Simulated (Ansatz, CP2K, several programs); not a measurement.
Energy against volume for ZnSnP₂ (I-42d) from a database of computed structures, at fixed shape and fractional coordinates, computed by several methods (PBE and r2SCAN, where shown, with plane waves in Ansatz); the cell shown is that of r2SCAN. With free coordinates or axes held, a curve is too stiff, and on another method's shape its minimum isn't the method's own volume. It is tetragonal, I-42d (No. 122); a = 5.650 Å, c = 11.327 Å in the conventional setting, 22.60 Å³ an atom. Zn is surrounded by 4 P at 2.38 Å; Sn is surrounded by 4 P at 2.52 Å; P is surrounded by 2 Zn at 2.38 Å and 2 Sn at 2.52 Å. The values are computed, spin-unpolarised, and not measurements. Energies count from each curve's lowest point; fits are third-order Birch-Murnaghan.

Space group I-42d (No. 122). a = 5.650 Å, b = 5.650 Å, c = 11.327 Å, α = 90.00°, β = 90.00°, γ = 90.00°
```
atom  site  symmetry       x       y       z
  Zn    4a      -4..  0.0000  0.5000  0.2500
  Sn    4b      -4..  0.5000  0.0000  0.2500
   P    8d       .2.  0.2283  0.2500  0.1250
```

PBE, on the shape of its own relaxed cell:
```
V (Å³/atom)  E (meV/atom)
     21.842         19.58
     22.539          4.64
     23.236          0.00
     23.933          4.07
     24.630         15.47
```
V₀ = 23.24 Å³ an atom and B₀ = 66 GPa.

light PBE (260 eV and a coarse mesh), on the shape of the cell shown:
```
V (Å³/atom)  E (meV/atom)
     20.795         69.35
     21.699         32.28
     22.603          1.12
     23.507          0.00
     24.411          7.38
     25.315         21.53
```
The points scatter about the fit by more than 0.3 meV an atom, since at so low a cutoff the number of plane waves jumps with the volume, so no fit is quoted.

Question: PBE/SZV (CP2K), on the shape of the cell shown, gives

| V (Å³/atom) | E (meV/atom) |
| --- | --- |
| 19.890 | 258.01 |
| 21.247 | 114.15 |
| 22.603 | 33.66 |
| 23.959 | 0.00 |
| 25.315 | 1.70 |

What equilibrium volume and bulk modulus follow?

Answer: V₀ = 24.55 Å³ an atom and B₀ = 66 GPa.

Question: PBE/DZVP (CP2K), on the shape of the cell shown, gives
```tsv
V (Å³/atom)	E (meV/atom)
19.890	152.99
21.247	52.60
22.603	6.51
23.959	0.00
25.315	22.99
```
What equilibrium volume and bulk modulus follow?

Answer: V₀ = 23.53 Å³ an atom and B₀ = 66 GPa.

Question: r2SCAN, on the shape of its own relaxed cell, gives

| V (Å³/atom) | E (meV/atom) |
| --- | --- |
| 21.247 | 21.43 |
| 21.925 | 5.04 |
| 22.603 | 0.00 |
| 23.281 | 4.57 |
| 23.959 | 17.28 |

What equilibrium volume and bulk modulus follow?

Answer: V₀ = 22.60 Å³ an atom and B₀ = 76 GPa.
